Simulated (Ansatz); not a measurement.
# GeO2: isotropic strain −0.32 %

Start from GeO₂ (space group P3_121, No. 152; a = 4.989 Å, c = 5.675 Å).

Modification: the cell is scaled by 0.9968 in all directions; the atoms relax in the strained cell.

Method: r2SCAN/PAW in Ansatz (a first-principles code), scalar-relativistic without spin-orbit coupling. Settings: 8×8×6 k-points, 0.05 eV Fermi–Dirac smearing.

The volume per atom decreases by 0.13 Å³ (13.59 Å³ → 13.46 Å³) and the space group remains P3_121 (No. 152). The shortest interatomic distance remains 1.742 Å and the energy is nearly the same. The pressure (mean of the normal stresses, compression positive) goes from zero to 0.41 GPa and the band gap rises by 0.01 eV, from 4.22 eV to 4.23 eV. The gap character stays indirect, K → Γ and the smallest direct gap stays 4.28 eV. The width of the top valence band remains 0.23 eV and the electron mass becomes 0.38 mₑ along c, 0.42 mₑ across (at Γ) (base: 0.39 mₑ along c, 0.43 mₑ across (at Γ)). The largest internal atomic displacement comes out as 0.013 Å.

Effective masses come from finite differences of ±0.01 Å⁻¹. Whether these cells are dynamically stable was not tested.
